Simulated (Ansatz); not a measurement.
# SrTe: a single-point run

Wanted: a converged single-point run for SrTe, and a check of what comes out. The structure is shown as the input types it.

Method: density functional or hybrid calculation with the settings of its input, plane waves (as first typed), in Ansatz 0.2.0.

1 further run of the same task is left out (for a known fault of the program).

## 1. Starting point

Symmetry: Fm-3m, No. 225, cubic system. Conventional cell: a = 6.706 Å, b = 6.706 Å, c = 6.706 Å, α = 90.00°, β = 90.00°, γ = 90.00°. Sr (site symmetry m-3m) is surrounded by 6 Te at 3.35 Å. Te (site symmetry m-3m) is surrounded by 6 Sr at 3.35 Å.

The input asks for a charge of +2 e on the cell.

As a file:

```
CELL_PARAMETERS angstrom
0.00000 3.35276 3.35276
3.35276 0.00000 3.35276
3.35276 3.35276 0.00000
ATOMIC_POSITIONS crystal
Sr 0.00000 0.00000 0.00000
Te 0.50000 0.50000 0.50000
```

## 2. Running it

File input.yaml:

```yaml
crystal:
  lattice:
    - [0.0, 3.352758202, 3.352758202]
    - [3.352758202, 0.0, 3.352758202]
    - [3.352758202, 3.352758202, 0.0]
  atoms:
    - { symbol: Sr, position: [0.0, 0.0, 0.0] }
    - { symbol: Te, position: [0.5, 0.5, 0.5] }
kpoints:
  mp_grid: { grid: [4, 4, 4] }
hamiltonian:
  xc: pbe
scf:
  occupations: { method: fixed }
  n_extra_bands: 4
  max_iter: 76
output:
  forces: true
  stress: true
  eigenvalues: true
total_charge: 2
```

Command:

```sh
$ ansatz run input.yaml --threads 4 --pin off --max-ram 3686MiB --backend cpu --events-out ev --progress --plain --runs-dir out
```

Q: Will this input give a usable result? If not, why, and what should change?

The run converged and reported no error, with warnings (band overlap at count, metallic iterate, unresolved pair at count). It gives a pressure of 15 GPa, which is large; a structure far from rest gives such values too, whatever the setting.

In the input, total_charge is 2. With this charge the calculation describes a differently charged system.

Run again and compare: delete total_charge (the default then holds).
